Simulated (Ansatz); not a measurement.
# Ti4Al: from a guess to a relaxed structure

Where does this trial cell of Ti4Al go when cell and atoms are let free?

Method: DFT PBE, scalar-relativistic, plane waves, PAW, in Ansatz 0.2.0.

## 1. Starting point

It takes space group Im-3m (No. 229, cubic). Conventional cell: a = 5.219 Å, b = 5.219 Å, c = 5.219 Å, α = 90.00°, β = 90.00°, γ = 90.00°. Ti (site symmetry -3m) is surrounded by 2 Al at 2.26 Å. Al (site symmetry m-3m) has 8 Ti at 2.26 Å as nearest neighbours.

Coordinates:

```cif
data_structure
_symmetry_space_group_name_H-M 'Im-3m'
_symmetry_Int_Tables_number 229
_cell_length_a 5.2189
_cell_length_b 5.2189
_cell_length_c 5.2189
_cell_angle_alpha 90.000
_cell_angle_beta 90.000
_cell_angle_gamma 90.000
_cell_volume 142.15
loop_
_atom_site_label
_atom_site_type_symbol
_atom_site_symmetry_multiplicity
_atom_site_Wyckoff_symbol
_atom_site_fract_x
_atom_site_fract_y
_atom_site_fract_z
_atom_site_occupancy
Ti1 Ti 8 c 0.25000 0.25000 0.75000 1
Al1 Al 2 a 0.00000 0.00000 0.00000 1
```

The cell is invented: species swapped into a database cell of MnGa4 (Im-3m, No. 229), with Al on the Mn sites and Ti on the Ga sites. The dimensions are guesses.

## 2. The guess as it stands, on a coarse mesh

File input.yaml:

```yaml
crystal:
  lattice:
    - [-2.60946057, 2.60946057, 2.60946057]
    - [2.60946057, -2.60946057, 2.60946057]
    - [2.60946057, 2.60946057, -2.60946057]
  atoms:
    - { symbol: Ti, position: [0.0, 0.0, 0.5] }
    - { symbol: Ti, position: [0.0, 0.5, 0.0] }
    - { symbol: Ti, position: [0.5, 0.0, 0.0] }
    - { symbol: Ti, position: [0.5, 0.5, 0.5] }
    - { symbol: Al, position: [0.0, 0.0, 0.0] }
basis:
  ecutwfc: 420
kpoints:
  mp_grid: { grid: [6, 6, 6] }
hamiltonian:
  xc: pbe
scf:
  occupations: { method: gaussian, width: 0.1 }
  lower_state_search: "off"
output:
  forces: true
  stress: true
  eigenvalues: true
```

The run is started by

```sh
ansatz run input.yaml --threads 1 --pin off --max-ram 2048MiB --backend cpu --events-out ev --progress --plain --runs-dir out
```

The log of the run, cut to the lines that bear on the results:

```text
Warning: RAYON_NUM_THREADS=1 ignored (pool sized by the plan → 1); use --threads N
[...]
Pseudopotentials: kind: paw
Pseudopotential: Ti, paw, valence charge 12, recommended cutoff 420 eV (normal), Ti.paw.azcp
Pseudopotential: Al, paw, valence charge 3, recommended cutoff 420 eV (normal), Al.paw.azcp
Functional definition: PBE
[...]
Crystal: 5 atoms, lattice volume = 71.074 Å³
Basis set: ecut = 420 eV, 1433 PW (Γ), exchange–correlation on 64×64×64 points (8 copies of the dense FFT grid, shifted against one another)
Bands: 31, of which v1, the nominal top of the filled ones, is band 26 counted from 1 (25 counted from 0)
Symmetry: 48 space group operations
Space group: Im-3m (ITA 229), of the structure as read, at distance tolerance 4.1e-5 Å
k-points: 16 of 216
[...]
SCF iter   1: F=—  HF=-10528.518651 eV  |F-HF|=—  |Δ(HF+E_count)|=         —  Δρ=6.36e-3  dr2=5.28e-2  ethr=1.77e-3  ⟨swp⟩=5.1  Hψ=1929  notcnv=0
[...]
SCF iter   6: F=-10528.501189 eV  HF=-10528.501189 eV  |F-HF|=7.22e-8  |Δ(HF+E_count)|=   1.26e-7  Δρ=1.08e-5  dr2=8.22e-8  ethr=1.96e-10  ⟨swp⟩=7.5  Hψ=1966  notcnv=0
[...]
SCF converged after 6 iterations
Free energy (F): -10528.501189 eV
[...]
E sigma→0 (E₀):  -10528.486021 eV
Entropy (-TS):   -0.030336 eV (-6.067 meV/atom)
Fermi energy:    14.789634 eV
[...]
--- Forces (eV/Å), atoms counted from 1 ---
  atom   1  Ti     0.00000000    -0.00000000     0.00000000
  atom   2  Ti     0.00000000    -0.00000000     0.00000000
  atom   3  Ti     0.00000000    -0.00000000    -0.00000000
  atom   4  Ti     0.00000000    -0.00000000    -0.00000000
  atom   5  Al    -0.00000000     0.00000000    -0.00000000
[...]
--- Stress (GPa, compression-positive) ---
       52.465008      -0.000000      -0.000000
        0.000000      52.465008       0.000000
       -0.000000      -0.000000      52.465008
  P = ⅓ Tr σ = 52.4650 GPa (524.650 kbar)
--- Band table (eV; the first three rows and the last of 16) ---
[...]
```

It took 1.7 s on 1 thread of Intel Xeon 6975P-C (Granite Rapids), shared host; peak memory 0.39 GiB.

From the probe: pressure 52.5 GPa, largest force 0.00 eV/Å, gap on this mesh none (metal). A cheap, loose relaxation comes first.

## 3. Coarse relaxation

Edit input.yaml of step 2 so:

```diff
@@ -24 +24,6 @@
   eigenvalues: true
+relax:
+  adjacent_minimum: "off"
+  f_tol: 0.04
+  max_steps: 70
+  cell: { stress_tol: 0.4 }
```

The run is started by

```sh
ansatz run input.yaml --threads 1 --pin off --max-ram 2048MiB --backend cpu --events-out ev --progress --plain --runs-dir out
```

The log of the run:

```text
Warning: RAYON_NUM_THREADS=1 ignored (pool sized by the plan → 1); use --threads N
Engine: ansatz 0.2.0, x86_64-unknown-linux-gnu
Pseudopotentials: kind: paw
Pseudopotential: Ti, paw, valence charge 12, recommended cutoff 420 eV (normal), Ti.paw.azcp
Pseudopotential: Al, paw, valence charge 3, recommended cutoff 420 eV (normal), Al.paw.azcp
Functional definition: PBE
  parameter kappa = 0.804
  parameter beta = 0.06672455060314922
  exchange = pbe_x(kappa = kappa, mu = beta*pi^2/3)
  correlation = pbe_c(beta = beta)
Crystal: 5 atoms, lattice volume = 71.074 Å³
Basis set: ecut = 420 eV, 1433 PW (Γ), exchange–correlation on 64×64×64 points (8 copies of the dense FFT grid, shifted against one another)
Bands: 31, of which v1, the nominal top of the filled ones, is band 26 counted from 1 (25 counted from 0)
Symmetry: 48 space group operations
Space group: Im-3m (ITA 229), of the structure as read, at distance tolerance 4.1e-5 Å
k-points: 16 of 216
Non-local potential: Ti, projectors of the file, l = 0: 3, l = 1: 2, l = 2: 3, l = 3: 1
Non-local potential: Al, projectors of the file, l = 0: 2, l = 1: 2, l = 2: 1
PAW form: soft (Blöchl's): semilocal exchange-correlation on the pseudo side does not see the compensation charge
PAW one-centre angular grid: Ti, 590 points (default); XC on 64 Gauss nodes
PAW one-centre angular grid: Al, 110 points (default); XC on 64 Gauss nodes
Initial density: superposition of atomic densities (neutral atoms: chi_scale 0, normalization atom), corrected by the library's trained network
Initial wavefunctions: pseudopotential atomic-orbital guess
Functional: x = pbe(κ = 0.804, μ = 0.2195149727645171), c = pbe(β = 0.06672455060314922)
SCF iter   1: F=—  HF=-10528.518654 eV  |F-HF|=—  |Δ(HF+E_count)|=         —  Δρ=6.36e-3  dr2=5.28e-2  ethr=1.77e-3  ⟨swp⟩=5.1  Hψ=1929  notcnv=0
preconditioner: auto → Kerker (q_TF=auto, 2.581 Å⁻¹)  [metal: Δε(μ)=0.092 eV  Ē_g=3.243 eV  σ=0.100 eV  W_gap=0.48  n_scr=18 (ndim 8)  ℏωp=19.2 eV  f_vac=0.000  D(μ)=6.18/eV (n_scr^D=78)]
SCF iter   2: F=—  HF=-10528.507500 eV  |F-HF|=—  |Δ(HF+E_count)|=   1.12e-2  Δρ=3.49e-3  dr2=2.01e-2  ethr=1.04e-4  ⟨swp⟩=1.0  Hψ=624  notcnv=0  defer=2
preconditioner: auto → Resta (q_TF=auto, 2.581 Å⁻¹)  ε∞=36.0  [insulator: Δε(μ)=0.099 eV  Ē_g=3.246 eV  σ=0.100 eV  W_gap=0.51  n_scr=18 (ndim 8)  ℏωp=19.2 eV  f_vac=0.000  D(μ)=6.15/eV (n_scr^D=78)  ε∞_Penn≈36.0]
SCF iter   3: F=—  HF=-10528.501525 eV  |F-HF|=—  |Δ(HF+E_count)|=   5.97e-3  Δρ=7.54e-4  dr2=8.52e-4  ethr=3.94e-5  ⟨swp⟩=2.0  Hψ=632  notcnv=0  defer=2
SCF iter   4: F=—  HF=-10528.501205 eV  |F-HF|=—  |Δ(HF+E_count)|=   3.20e-4  Δρ=1.51e-4  dr2=1.42e-5  ethr=1.67e-6  ⟨swp⟩=2.0  Hψ=642  notcnv=0  defer=2
SCF iter   5: F=—  HF=-10528.501190 eV  |F-HF|=—  |Δ(HF+E_count)|=   1.59e-5  Δρ=3.90e-5  dr2=7.33e-7  ethr=2.79e-8  ⟨swp⟩=2.0  Hψ=646  notcnv=0  defer=2
SCF iter   6: F=-10528.501189 eV  HF=-10528.501189 eV  |F-HF|=6.85e-8  |Δ(HF+E_count)|=   1.22e-7  Δρ=1.06e-5  dr2=7.82e-8  ethr=1.96e-10  ⟨swp⟩=7.5  Hψ=1958  notcnv=0
SCF 1 converged in 6 iterations: F = -10528.501189 eV  dr2 = 7.82e-8
relax step   1: F+E_penalty+E_count = -10528.50118934 eV  Δ(F+E_penalty+E_count) = +0.000e0 eV  max|allowed force component| = 6.690e-29 eV/Å  Δτ_max = 0.0000 Å  P = +52.465 GPa  Ω = 71.074 Å³  (6 SCF iters, dr2 threshold 1.00e-7 eV, accepted)
Crystal: 5 atoms, lattice volume = 81.984 Å³
Basis set: ecut = 420 eV, 1553 PW (Γ), exchange–correlation on 64×64×64 points (8 copies of the dense FFT grid, shifted against one another)
Initial density: handed on by an earlier stage of this run
Initial wavefunctions: those handed on with the density
iter 1 solved again at ethr=2.94e-4 eV; its pass at ethr=3.10e-3 eV (dr2=1.50e-1 eV) is discarded
SCF iter   1: F=—  HF=-10531.084272 eV  |F-HF|=—  |Δ(HF+E_count)|=         —  Δρ=9.65e-3  dr2=1.51e-1  ethr=2.94e-4  ⟨swp⟩=1.0  Hψ=2821  notcnv=0
preconditioner: auto → Kerker (q_TF=auto, 2.521 Å⁻¹)  [metal: Δε(μ)=0.043 eV  Ē_g=2.926 eV  σ=0.100 eV  W_gap=0.24  n_scr=18 (ndim 8)  ℏωp=17.9 eV  f_vac=0.000  D(μ)=6.69/eV (n_scr^D=78)]
SCF iter   2: F=—  HF=-10531.057429 eV  |F-HF|=—  |Δ(HF+E_count)|=   2.68e-2  Δρ=5.91e-3  dr2=6.09e-2  ethr=2.94e-4  ⟨swp⟩=1.0  Hψ=496  notcnv=0
SCF iter   3: F=—  HF=-10531.040531 eV  |F-HF|=—  |Δ(HF+E_count)|=   1.69e-2  Δρ=1.05e-3  dr2=1.66e-3  ethr=1.19e-4  ⟨swp⟩=2.0  Hψ=686  notcnv=0
SCF iter   4: F=—  HF=-10531.040050 eV  |F-HF|=—  |Δ(HF+E_count)|=   4.81e-4  Δρ=2.48e-4  dr2=6.29e-5  ethr=3.25e-6  ⟨swp⟩=2.0  Hψ=643  notcnv=0
SCF iter   5: F=—  HF=-10531.039979 eV  |F-HF|=—  |Δ(HF+E_count)|=   7.18e-5  Δρ=6.69e-5  dr2=3.25e-6  ethr=1.23e-7  ⟨swp⟩=2.0  Hψ=617  notcnv=0
SCF iter   6: F=-10531.039978 eV  HF=-10531.039978 eV  |F-HF|=6.57e-8  |Δ(HF+E_count)|=   5.26e-8  Δρ=1.68e-5  dr2=2.56e-7  ethr=9.80e-10  ⟨swp⟩=6.6  Hψ=2235  notcnv=0
SCF 2 converged in 6 iterations: F = -10531.039978 eV  dr2 = 2.56e-7
relax step   2: F+E_penalty+E_count = -10531.03997841 eV  Δ(F+E_penalty+E_count) = -2.539e0 eV  max|allowed force component| = 7.879e-30 eV/Å  Δτ_max = 0.0000 Å  P = +24.627 GPa  Ω = 81.984 Å³  energy of the carried Pulay correction = -2.719e-3 eV  (6 SCF iters, dr2 threshold 5.00e-7 eV, accepted)
Crystal: 5 atoms, lattice volume = 93.956 Å³
Basis set: ecut = 420 eV, 1865 PW (Γ), exchange–correlation on 64×64×64 points (8 copies of the dense FFT grid, shifted against one another)
iter 1 solved again at ethr=2.68e-4 eV; its pass at ethr=3.10e-3 eV (dr2=1.37e-1 eV) is discarded
SCF iter   1: F=—  HF=-10532.180619 eV  |F-HF|=—  |Δ(HF+E_count)|=         —  Δρ=8.17e-3  dr2=1.38e-1  ethr=2.68e-4  ⟨swp⟩=1.0  Hψ=2852  notcnv=0
preconditioner: auto → Kerker (q_TF=auto, 2.464 Å⁻¹)  [metal: Δε(μ)=0.017 eV  Ē_g=2.643 eV  σ=0.100 eV  W_gap=0.09  n_scr=18 (ndim 8)  ℏωp=16.7 eV  f_vac=0.000  D(μ)=8.15/eV (n_scr^D=86)]
SCF iter   2: F=—  HF=-10532.154214 eV  |F-HF|=—  |Δ(HF+E_count)|=   2.64e-2  Δρ=4.88e-3  dr2=5.44e-2  ethr=2.68e-4  ⟨swp⟩=1.1  Hψ=497  notcnv=0
SCF iter   3: F=—  HF=-10532.139491 eV  |F-HF|=—  |Δ(HF+E_count)|=   1.47e-2  Δρ=9.39e-4  dr2=1.74e-3  ethr=1.07e-4  ⟨swp⟩=2.0  Hψ=644  notcnv=0
SCF iter   4: F=—  HF=-10532.138956 eV  |F-HF|=—  |Δ(HF+E_count)|=   5.35e-4  Δρ=2.52e-4  dr2=1.04e-4  ethr=3.40e-6  ⟨swp⟩=2.1  Hψ=664  notcnv=0
SCF iter   5: F=—  HF=-10532.138919 eV  |F-HF|=—  |Δ(HF+E_count)|=   3.68e-5  Δρ=1.06e-4  dr2=8.61e-6  ethr=2.04e-7  ⟨swp⟩=2.0  Hψ=657  notcnv=0
SCF iter   6: F=—  HF=-10532.138919 eV  |F-HF|=—  |Δ(HF+E_count)|=   1.66e-7  Δρ=3.29e-5  dr2=1.02e-6  ethr=1.69e-8  ⟨swp⟩=3.0  Hψ=977  notcnv=0
SCF iter   7: F=-10532.138919 eV  HF=-10532.138919 eV  |F-HF|=1.19e-9  |Δ(HF+E_count)|=   1.43e-7  Δρ=6.66e-6  dr2=4.91e-8  ethr=9.80e-10  ⟨swp⟩=7.4  Hψ=2312  notcnv=0
SCF 3 converged in 7 iterations: F = -10532.138919 eV  dr2 = 4.91e-8
relax step   3: F+E_penalty+E_count = -10532.13891922 eV  Δ(F+E_penalty+E_count) = -1.099e0 eV  max|allowed force component| = 1.920e-29 eV/Å  Δτ_max = 0.0000 Å  P = +6.342 GPa  Ω = 93.956 Å³  energy of the carried Pulay correction = -5.294e-3 eV  (7 SCF iters, dr2 threshold 5.00e-7 eV, accepted)
[... 11 lines left out ...]
relax step   4: F+E_penalty+E_count = -10532.24745172 eV  Δ(F+E_penalty+E_count) = -1.085e-1 eV  max|allowed force component| = 6.498e-29 eV/Å  Δτ_max = 0.0000 Å  P = +0.819 GPa  Ω = 98.960 Å³  energy of the carried Pulay correction = -6.264e-3 eV  (6 SCF iters, dr2 threshold 5.00e-7 eV, accepted)
[... 12 lines left out ...]
relax step   5: F+E_penalty+E_count = -10532.24937044 eV  Δ(F+E_penalty+E_count) = -1.919e-3 eV  max|allowed force component| = 1.499e-29 eV/Å  Δτ_max = 0.0000 Å  P = +0.025 GPa  Ω = 99.748 Å³  energy of the carried Pulay correction = -6.412e-3 eV  (6 SCF iters, dr2 threshold 5.00e-7 eV, accepted)
[... 11 lines left out ...]
relax step   6: F+E_penalty+E_count = -10532.34392626 eV  Δ(F+E_penalty+E_count) = -9.456e-2 eV  max|allowed force component| = 1.541e-29 eV/Å  Δτ_max = 0.0000 Å  P = +1.846 GPa  Ω = 99.748 Å³  stress off target by 1.85e0 GPa  SCF on the basis re-selected at this cell (its energy is not comparable with the rows above)  (6 SCF iters)
[... 14 lines left out ...]
relax step   7: F+E_penalty+E_count = -10532.35645665 eV  Δ(F+E_penalty+E_count) = -1.253e-2 eV  max|allowed force component| = 7.928e-30 eV/Å  Δτ_max = 0.0000 Å  P = +0.380 GPa  Ω = 101.605 Å³  energy of the carried Pulay correction = -2.500e-4 eV  (6 SCF iters, dr2 threshold 5.00e-7 eV, accepted)
iter 1 solved again at ethr=2.56e-7 eV; its pass at ethr=3.10e-3 eV (dr2=1.30e-4 eV) is discarded
SCF iter   1: F=—  HF=-10532.356607 eV  |F-HF|=—  |Δ(HF+E_count)|=         —  Δρ=8.60e-5  dr2=2.12e-7  ethr=2.56e-7  ⟨swp⟩=4.2  Hψ=3347  notcnv=0
preconditioner: auto → Kerker (q_TF=auto, 2.432 Å⁻¹)  [metal: Δε(μ)=0.013 eV  Ē_g=2.523 eV  σ=0.100 eV  W_gap=0.07  n_scr=18 (ndim 8)  ℏωp=16.1 eV  f_vac=0.000  D(μ)=10.08/eV (n_scr^D=134)]
SCF iter   2: F=—  HF=-10532.356668 eV  |F-HF|=—  |Δ(HF+E_count)|=   6.06e-5  Δρ=4.36e-5  dr2=5.03e-8  ethr=4.15e-10  ⟨swp⟩=2.4  Hψ=688  notcnv=0
iter 3 did not close the SCF: its close was put off for the readings that it lacked (scf_convergence_deferred on its scf_iter line)
SCF iter   3: F=-10532.356676 eV  HF=-10532.356676 eV  |F-HF|=5.19e-8  |Δ(HF+E_count)|=   8.37e-6  Δρ=3.71e-6  dr2=2.31e-9  ethr=9.86e-11  ⟨swp⟩=1.0  Hψ=496  notcnv=0
iter 4 did not close the SCF: its close was put off for the readings that it lacked (scf_convergence_deferred on its scf_iter line)
SCF iter   4: F=-10532.356676 eV  HF=-10532.356676 eV  |F-HF|=3.24e-10  |Δ(HF+E_count)|=   5.23e-8  Δρ=6.28e-7  dr2=4.43e-10  ethr=4.54e-12  ⟨swp⟩=2.6  Hψ=810  notcnv=0
iter 5 did not close the SCF: its close was put off for the readings that it lacked (scf_convergence_deferred on its scf_iter line)
SCF iter   5: F=-10532.356676 eV  HF=-10532.356676 eV  |F-HF|=3.64e-12  |Δ(HF+E_count)|=  3.75e-10  Δρ=1.45e-7  dr2=2.34e-11  ethr=1.00e-12  ⟨swp⟩=2.0  Hψ=555  notcnv=0
SCF iter   6: F=-10532.356676 eV  HF=-10532.356676 eV  |F-HF|=0.00e0  |Δ(HF+E_count)|=    0.00e0  Δρ=5.36e-8  dr2=3.42e-12  ethr=1.00e-12  ⟨swp⟩=1.9  Hψ=1148  notcnv=0
SCF 8 converged in 6 iterations: F = -10532.356676 eV  dr2 = 3.42e-12
relax step   8: F+E_penalty+E_count = -10532.35667630 eV  Δ(F+E_penalty+E_count) = -2.196e-4 eV  max|allowed force component| = 1.145e-29 eV/Å  Δτ_max = 0.0000 Å  P = +0.374 GPa  Ω = 101.605 Å³  stress off target by 3.74e-1 GPa  SCF on the basis re-selected at this cell (its energy is not comparable with the rows above)  (6 SCF iters)
basis re-selected at this cell: Δ(F+E_penalty+E_count) = -2.196e-4 eV, ΔP = -0.006 GPa vs the last step (what re-selecting the basis moved, of the pressure what is left beyond the Pulay correction that the steps carried, after the strain that the cell walked since its last selection, with what the two solves' SCF thresholds leave and, on support functions, any second-order correction that the steps lacked; it is no measure of the basis error at this ecutwfc). This SCF's stress stands 3.74e-1 GPa from its target on what of the cell is left free (relax.cell.stress_tol is 4.00e-1 GPa) and its largest allowed force component is 1.14e-29 eV/Å (relax.f_tol is 4.00e-2 eV/Å): within both
SCF converged after 6 iterations
Free energy (F): -10532.356676 eV
Harris-Foulkes:  -10532.356676 eV  (|F-HF|=0.00e0)
Internal energy: -10532.306289 eV  (E = F + TS)
E sigma→0 (E₀):  -10532.331483 eV
Entropy (-TS):   -0.050387 eV (-10.077 meV/atom)
Fermi energy:    9.664181 eV
--- Per-component energies (eV) ---
  E_band       = -785.539313
  E_kinetic    = 1109.953921
  E_local      = -4100.337232  (includes V_loc(G=0)·N_el)
  E_nonlocal   = 50.624165
  E_hartree    = 1678.620235
  E_xc         = -425.911082
  E_vxc        = -511.572055  (∫ρ·V_xc dr)
  E_paw        = -4660.921325  (= ΣΔE_a)
  E_vpaw       = -691.448980  (= ΣTr[D̂ρ^β])
  E_aug_tail   = 0.000492  (compensation charges beyond the density's cutoff)
  E_ewald      = -4184.335462
  E_smearing   = -0.050387  (= −TS)
  E_closure    = -0.000000  (closes the sum)
  Σ components = -10532.356676   (vs F -10532.356676, Δ=0.00e0)
--- Forces (eV/Å), atoms counted from 1 ---
  atom   1  Ti     0.00000000     0.00000000    -0.00000000
  atom   2  Ti     0.00000000    -0.00000000    -0.00000000
  atom   3  Ti     0.00000000    -0.00000000     0.00000000
  atom   4  Ti     0.00000000    -0.00000000    -0.00000000
  atom   5  Al     0.00000000     0.00000000    -0.00000000
  max |Σ_I F_I| component: 5.06e-29 eV/Å
--- Stress (GPa, compression-positive) ---
        0.374315       0.000000      -0.000000
       -0.000000       0.374315       0.000000
        0.000000       0.000000       0.374315
  P = ⅓ Tr σ = 0.3743 GPa (3.743 kbar)
--- Band table (eV; the first three rows and the last of 16) ---
  k-point 0: bands = ["-47.0788", "-47.0062", "-47.0062", "-47.0062", "-23.4671", "-23.4671", "-23.4671", "-23.4657", "-23.4657", "-23.4657", "-23.1774", "-23.1774", "-23.1774", "-23.1305", "-23.1305", "-23.1008", "2.4816", "6.8400", "7.8482", "7.8482", "8.7979", "8.7979", "9.1336", "9.1336", "9.1336", "10.1191", "10.1191", "10.1191", "11.1039", "11.1039", "11.1039"]
  k-point 1: bands = ["-47.0739", "-47.0110", "-47.0063", "-47.0063", "-23.4669", "-23.4666", "-23.4496", "-23.4473", "-23.4430", "-23.4428", "-23.1995", "-23.1970", "-23.1735", "-23.1527", "-23.1435", "-23.1151", "2.7141", "6.9202", "7.8833", "7.8959", "8.6669", "8.7188", "8.8810", "8.9136", "9.2818", "9.9932", "10.0086", "10.0757", "10.9623", "11.2747", "11.3646"]
  k-point 2: bands = ["-47.0605", "-47.0242", "-47.0064", "-47.0064", "-23.4678", "-23.4670", "-23.4021", "-23.3951", "-23.3810", "-23.3770", "-23.2578", "-23.2505", "-23.2133", "-23.2006", "-23.1629", "-23.1327", "3.3209", "6.5752", "7.8838", "7.9540", "8.0978", "8.6699", "9.0460", "9.2544", "9.6582", "9.7093", "9.7855", "10.3242", "10.6150", "10.7207", "10.9742"]
  k-point 15: bands = ["-47.0418", "-47.0418", "-47.0418", "-46.9714", "-23.5206", "-23.5074", "-23.5074", "-23.4263", "-23.4263", "-23.4263", "-23.1569", "-23.1569", "-23.1569", "-23.1403", "-23.1403", "-23.1403", "5.1401", "6.3623", "6.3623", "6.3623", "8.8496", "8.8496", "8.8496", "9.0765", "9.0765", "9.3245", "9.3245", "9.3245", "10.9161", "10.9161", "10.9161"]
--- Relaxed structure (6 steps of the walk, 6 accepted, 2 SCFs on fresh bases) ---
  F+E_penalty+E_count = -10532.35667630 eV   max|allowed force component| = 1.145e-29 eV/Å   (the final SCF, on the basis selected at the relaxed cell)
  cell:  # Å, volume = 101.6048 Å³
    - [-2.9395759870679194, 2.9395759870679194, 2.9395759870679194]
    - [2.9395759870679194, -2.9395759870679194, 2.9395759870679194]
    - [2.9395759870679194, 2.9395759870679194, -2.9395759870679194]
  atoms:
    - { symbol: Ti, position: [0.0, 0.0, 0.5] }
    - { symbol: Ti, position: [0.0, 0.5, 0.0] }
    - { symbol: Ti, position: [0.5, 0.0, 0.0] }
    - { symbol: Ti, position: [0.5, 0.5, 0.5] }
    - { symbol: Al, position: [-2.1649664181490697e-34, 8.118624068061842e-34, 6.347287907757808e-34] }
```

Wall time 14 s (1 thread of Intel Xeon 6975P-C (Granite Rapids), shared host); peak memory 0.42 GiB.

Step by step:

| step | energy from step 1 (eV/cell) | largest force component (eV/Å) | pressure (GPa) | volume (Å³) |
| --- | --- | --- | --- | --- |
| 1 | 0.0000 | 0.0000 | 52.47 | 71.07 |
| 2 | -2.5388 | 0.0000 | 24.63 | 81.98 |
| 3 | -3.6377 | 0.0000 | 6.34 | 93.96 |
| 4 | -3.7463 | 0.0000 | 0.82 | 98.96 |
| 5 | -3.7482 | 0.0000 | 0.02 | 99.75 |
| 6 | -3.8427 | 0.0000 | 1.85 | 99.75 |
| 7 | -3.8553 | 0.0000 | 0.38 | 101.60 |
| 8 | -3.8555 | 0.0000 | 0.37 | 101.60 |

Step 1 is the start. Steps 6, 8 each repeat the geometry before them on a plane-wave basis chosen anew, so the energy can jump there without any move.

Lengths and angles in the start's conventional setting:

|  | before | after | change |
| --- | --- | --- | --- |
| a (Å) | 5.219 | 5.879 | +12.7 % |
| b (Å) | 5.219 | 5.879 | +12.7 % |
| c (Å) | 5.219 | 5.879 | +12.7 % |
| volume (Å³/atom) | 14.21 | 20.32 | +43.0 % |
| shortest distance (Å) | 2.260 | 2.546 | +12.7 % |
| space group (0.01 Å) | Im-3m | Im-3m | same |

The run keeps the 48 symmetry operations of the start, so it could not have lowered the symmetry.

(Part 1 of 2 ends here.)
